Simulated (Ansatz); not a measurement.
Starting cell, ZrO$_{2}$ (tetragonal-ZrO2 type, space group P4_2/nmc):

```xyz
12
Lattice="7.2421 0.0000 0.0000 3.6210 3.6210 0.0000 0.0000 0.0000 5.2828" Properties=species:S:1:pos:R:3 pbc="T T T"
Zr     0.0000     0.0000     0.0000
Zr     3.6210     0.0000     0.0000
Zr     1.8105     1.8105     2.6414
Zr     5.4316     1.8105     2.6414
O      7.2421     1.8105     1.0184
O      3.6210     1.8105     1.0184
O      7.2421     1.8105     3.6598
O      3.6210     1.8105     3.6598
O      1.8105     0.0000     1.6230
O      5.4316     0.0000     1.6230
O      1.8105     0.0000     4.2644
O      5.4316     0.0000     4.2644
```

The atoms are displaced by Q × the pattern below (from a DFPT mode at M = (0.5, 0.5, 0.0), largest move 1; Q in Å), at fixed cell. It is one choice among 2 degenerate patterns. (q is in reciprocal vectors of the primitive cell; the cell shown is doubled to hold the pattern.)

| atom | x | y | z |
|---|---|---|---|
| O5 | 0.000 | -0.472 | 0.000 |
| O6 | 0.000 | 0.472 | 0.000 |
| O7 | 0.000 | 1.000 | 0.000 |
| O8 | 0.000 | -1.000 | 0.000 |
| O9 | 1.000 | 0.000 | 0.000 |
| O10 | -1.000 | 0.000 | 0.000 |
| O11 | -0.472 | 0.000 | 0.000 |
| O12 | 0.472 | 0.000 | 0.000 |

Atoms not listed stay in place.

Method: PBE (plane waves to 420 eV, PAW, scalar-relativistic; Ansatz, an electronic-structure program). k mesh 9×9×6 (Γ-centred), Fermi-Dirac smearing 0.05 eV. The energy includes the smearing's −TS. This is a high-temperature form of ZrO2. ZrO2 is run without spin polarisation. ZrO2 was relaxed with its symmetry unable to fall. The zero of ΔE is the undisplaced structure.

```
Q (Å)   ΔE (meV/cell)
------  -------------
-0.180          172.5
-0.120           70.9
-0.060           16.9
0.000             0.0
0.060            16.9
0.120            70.9
0.180           172.5
```

**Question.** Which DFPT wavenumber at M = (0.5, 0.5, 0.0) belongs to this mode?
A) 517 cm⁻¹
B) 179 cm⁻¹
C) 421 cm⁻¹
D) 261 cm⁻¹

**Answer.** B, 179 cm⁻¹. The curvature of the scan gives 179 cm⁻¹

(For displaced atoms, the force is minus the slope of the energy, and its curvature is a force constant, which sets phonon frequencies.)
